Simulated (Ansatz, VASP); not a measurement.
**Two plane-wave programs on KCl**

```xyz
2
Lattice="0.0000 3.2517 3.2517 3.2517 0.0000 3.2517 3.2517 3.2517 0.0000" Properties=species:S:1:pos:R:3 pbc="T T T"
K     0.0000    0.0000    0.0000
Cl    3.2517    3.2517    3.2517
```

Alike in both runs: task single point; functional PBE; k mesh 6 × 6 × 6; occupations gaussian, width 0.02 eV; no spin polarisation.

```csv
,VASP,Ansatz
version,VASP 6.6.1,Ansatz 0.2.0
potentials or method,"VASP PAW PBE potentials, release 64 (K_sv, Cl)","scalar-relativistic, plane waves, PAW"
plane-wave cutoff (eV),520,420
valence electrons in the cell,16,16
```

```tsv
	VASP	Ansatz	Ansatz less VASP
gap on the k mesh at the Fermi level (eV)	4.86	4.87	+0.002
least direct gap on the mesh (eV)	4.86	4.87	+0.002
pressure (GPa)	-0.8	-0.8	0.00
```
